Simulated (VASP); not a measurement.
Si, 8 atoms in the cell. The cell holds a slab with vacuum, 8 atoms: a = 3.840 Å, b = 3.840 Å, c = 25.191 Å, α = 90.00°, β = 90.00°, γ = 120.00°. The slab is cut from a database's or a generator's crystal, which needn't be the stable form of the element.

| Item | Value |
| --- | --- |
| Program | VASP 6.6.1 |
| Task | work function |
| Functional | BLYP |
| Potentials or basis | VASP PAW PBE potentials, release 64 (Si) |
| Cutoff | 520 eV |
| k mesh | 6 × 6 × 1 |
| Occupations | fermi-dirac, width 0.05 eV |
| Spin | no spin polarisation |
| Dipole correction | yes |
| Further INCAR settings | ALGO = Fast; EDIFF = 1e-06 |

Potentials or basis: VASP PAW PBE potentials, release 64 (Si).

Command:

```console
$ cat potpaw_PBE.64/Si/POTCAR > POTCAR
$ mpirun -np 1 vasp_std > vasp.out
```

Hardware: 1 thread of Intel(R) Xeon(R) 6975P-C (Granite Rapids), with other jobs on the host.

Problem. How long does it take, and how much memory?

Solution. Run time: 110 s on 1 thread of Intel(R) Xeon(R) 6975P-C (Granite Rapids) (shared host), peak memory 0.38 GiB. Counts: scf iterations 23, k points 7.
